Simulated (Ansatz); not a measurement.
# Thermal properties of LiCl from its phonons

Theory: DFT PBE, scalar-relativistic, plane waves, PAW in Ansatz. Plane waves to 420 eV; Γ-centred k mesh 6×6×2; fixed occupations. No spin polarisation. Phonons by linear response, acoustic sum rule imposed.

Equilibrium structure at this level:
```
CELL_PARAMETERS angstrom
3.90988 0.00000 0.00000
-1.95494 3.38606 0.00000
0.00000 0.00000 15.85049
ATOMIC_POSITIONS crystal
Li 0.33333 0.66667 0.12486
Li 0.33333 0.66667 0.52454
Li 0.66667 0.33333 0.72383
Li 0.00000 0.00000 0.92439
Li 0.66667 0.33333 0.32533
Cl 0.33333 0.66667 0.67509
Cl 0.00000 0.00000 0.07538
Cl 0.66667 0.33333 0.87490
Cl 0.33333 0.66667 0.27586
Cl 0.66667 0.33333 0.47582
```

It was reached by relaxing an invented guess, and it needn't be the stable form of this composition. The q mesh is coarse, so values between its points are rough.

Force constants from linear response on a 2×2×1 q mesh, interpolated to a fine mesh.

(1) Give the zero-point energy per atom.

(2) How large are the vibrational entropy and heat capacity at 300 K?

(3) Tabulate them against temperature.

## Answers

(1) 41.0 meV.

(2) S = 3.51 k_B and C_V = 2.68 k_B per atom, 89 % of the Dulong–Petit value.

(3)
```
T (K)  F_vib (meV/atom)  S (k_B/atom)  C_V (k_B/atom)
  100              37.4          1.12            1.51
  200              21.6          2.48            2.37
  300              -4.4          3.51            2.68
  400             -38.1          4.30            2.81
  500             -78.0          4.94            2.88
  600            -122.9          5.46            2.91
  700            -172.0          5.92            2.94
  800            -224.7          6.31            2.95
  900            -280.6          6.66            2.96
 1000            -339.3          6.97            2.97
```
